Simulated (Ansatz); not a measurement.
By PBEsol, the system below comes out a metal.

A figure of merit of an interconnect metal is its ballistic conductance per area.

Data:

```yaml
crystal:
  lattice:
    - [3.06952, 0.00000, 0.00000]
    - [0.00000, 17.69288, 0.00000]
    - [1.53476, 0.00000, 2.65828]
  atoms:
    - { symbol: Ti, position: [0.66667, 0.63508, 0.66667] }
    - { symbol: Ti, position: [0.33333, 0.36492, 0.33333] }
    - { symbol: Ti, position: [0.33333, 0.13508, 0.33333] }
    - { symbol: Ti, position: [0.66667, 0.86492, 0.66667] }
    - { symbol: Ti, position: [0.00000, 0.50000, 0.00000] }
    - { symbol: Ti, position: [0.00000, 0.00000, 0.00000] }
    - { symbol: Si, position: [0.00000, 0.25000, 0.00000] }
    - { symbol: Si, position: [0.00000, 0.75000, 0.00000] }
    - { symbol: C, position: [0.33333, 0.57249, 0.33333] }
    - { symbol: C, position: [0.66667, 0.42751, 0.66667] }
    - { symbol: C, position: [0.66667, 0.07249, 0.66667] }
    - { symbol: C, position: [0.33333, 0.92751, 0.33333] }
```

The cell is taken as given; by PBEsol it stands under a pressure of -5.0 GPa.

The current flows along the normal of the first two printed cell vectors, the (100) plane of the conventional cell. No spin-orbit coupling; the value is a mean over 0.1 eV about the Fermi level.

Problem. Give the ballistic conductance per area that Ansatz (a program for electronic structure) with PBEsol yields.

Solution. 0.46 × 10¹⁵ S/m² for both spins.
